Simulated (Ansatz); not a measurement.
input.yaml (Ansatz)

```yaml
crystal:
  lattice:
    - [1.7810360946, 0.0, 0.0]
    - [-0.8905180473, 1.542422503, 0.0]
    - [0.0, 0.0, 9.511393483]
  atoms:
    - { symbol: B, position: [0.3333333333, 0.6666666667, 0.25] }
    - { symbol: B, position: [0.6666666667, 0.3333333333, 0.75] }
hamiltonian:
  xc: pbe
  pseudopotentials:
    kind: paw
    azcp:
      B: "pseudopotentials/B.paw.azcp"
basis:
  ecutwfc: 420
  fft_grid_basis: typed
kpoints:
  mp_grid: { grid: [34, 34, 6], shift: [0, 0, 0] }
magnetization:
  spin_polarized: false
scf:
  occupations: { method: fermi_dirac, width: 0.1 }
output:
  stress: true
```

Terminal output

```
Engine: ansatz 0.2.0, x86_64-unknown-linux-gnu
Pseudopotentials: kind: paw
Pseudopotential: B, paw, valence charge 3, recommended cutoff 420 eV (normal) 
Functional definition: PBE
  parameter kappa = 0.804
  parameter beta = 0.06672455060314922
  exchange = pbe_x(kappa = kappa, mu = beta*pi^2/3)
  correlation = pbe_c(beta = beta)
Crystal: 2 atoms, lattice volume = 26.129 Å³
Basis set: ecut = 420 eV, 469 PW (Γ)
Bands: 7, of which v1, the nominal top of the filled ones, is band 3 counted from 1 (2 counted from 0)
Symmetry: 24 space group operations
Space group: P63/mmc (ITA 194), of the structure as read, at distance tolerance 3.0e-5 Å
k-points: 456 of 6936
Non-local potential: B, projectors of the file, l = 0: 2, l = 1: 2, l = 2: 1
PAW form: soft (Blöchl's): semilocal exchange-correlation on the pseudo side does not see the compensation charge
PAW one-centre angular grid: B, 110 points (default); XC on 64 Gauss nodes
Initial density: superposition of atomic densities (neutral atoms: chi_scale 0, normalization atom), corrected by the library's trained network
Initial wavefunctions: pseudopotential atomic-orbital guess
Functional: x = pbe(κ = 0.804, μ = 0.2195149727645171), c = pbe(β = 0.06672455060314922)
SCF iter   1: F=—  HF=-310.297625 eV  |F-HF|=—  |Δ(HF+E_count)|=         —  Δρ=1.40e-2  dr2=6.13e-2  ethr=1.77e-3  ⟨swp⟩=5.1  Hψ=24680  notcnv=0
SCF iter   2: F=—  HF=-310.278022 eV  |F-HF|=—  |Δ(HF+E_count)|=   1.96e-2  Δρ=2.51e-3  dr2=1.12e-3  ethr=1.02e-3  ⟨swp⟩=2.5  Hψ=8916  notcnv=0  defer=12
SCF iter   3: F=—  HF=-310.278722 eV  |F-HF|=—  |Δ(HF+E_count)|=   6.99e-4  Δρ=2.11e-4  dr2=5.47e-6  ethr=1.87e-5  ⟨swp⟩=2.4  Hψ=5092  notcnv=0  defer=12
SCF iter   4: F=—  HF=-310.278752 eV  |F-HF|=—  |Δ(HF+E_count)|=   3.02e-5  Δρ=2.18e-5  dr2=1.55e-7  ethr=9.12e-8  ⟨swp⟩=2.2  Hψ=4743  notcnv=0  defer=12
iter 5 did not close the SCF: its close was put off for the readings that it lacked (scf_convergence_deferred on its scf_iter line)
SCF iter   5: F=-310.278752 eV  HF=-310.278752 eV  |F-HF|=2.32e-10  |Δ(HF+E_count)|=   1.38e-7  Δρ=1.08e-6  dr2=1.84e-10  ethr=2.58e-9  ⟨swp⟩=2.5  Hψ=4666  notcnv=0  defer=12
SCF iter   6: F=-310.278752 eV  HF=-310.278752 eV  |F-HF|=4.55e-13  |Δ(HF+E_count)|=  2.51e-10  Δρ=4.66e-8  dr2=6.30e-13  ethr=3.07e-12  ⟨swp⟩=1.1  Hψ=9360  notcnv=0
SCF 1 converged in 6 iterations: F = -310.278752 eV  dr2 = 6.30e-13
SCF converged after 6 iterations
Free energy (F): -310.278752 eV
Harris-Foulkes:  -310.278752 eV  (|F-HF|=4.55e-13)
Internal energy: -310.264554 eV  (E = F + TS)
E sigma→0 (E₀):  -310.271653 eV
Entropy (-TS):   -0.014198 eV (-7.099 meV/atom)
Fermi energy:    4.377657 eV
--- Per-component energies (eV) ---
  E_band       = -22.068081
  E_kinetic    = 96.713691
  E_local      = -212.395765  (includes V_loc(G=0)·N_el)
  E_nonlocal   = 20.506641
  E_hartree    = 76.158027
  E_xc         = -62.599303
  E_vxc        = -74.063246  (∫ρ·V_xc dr)
  E_paw        = -157.000993  (= ΣΔE_a)
  E_vpaw       = -5.145460  (= ΣTr[D̂ρ^β])
  E_aug_tail   = -0.000006  (compensation charges beyond the density's cutoff)
  E_ewald      = -71.646846
  E_smearing   = -0.014198  (= −TS)
  E_closure    = 0.000000  (closes the sum)
  Σ components = -310.278752   (vs F -310.278752, Δ=0.00e0)
--- Stress (GPa, compression-positive) ---
      -20.884459       0.000000       0.000000
       -0.000000     -20.884459       0.000000
        0.000000       0.000000      -0.096879
  P = ⅓ Tr σ = -13.9553 GPa (-139.553 kbar)
```
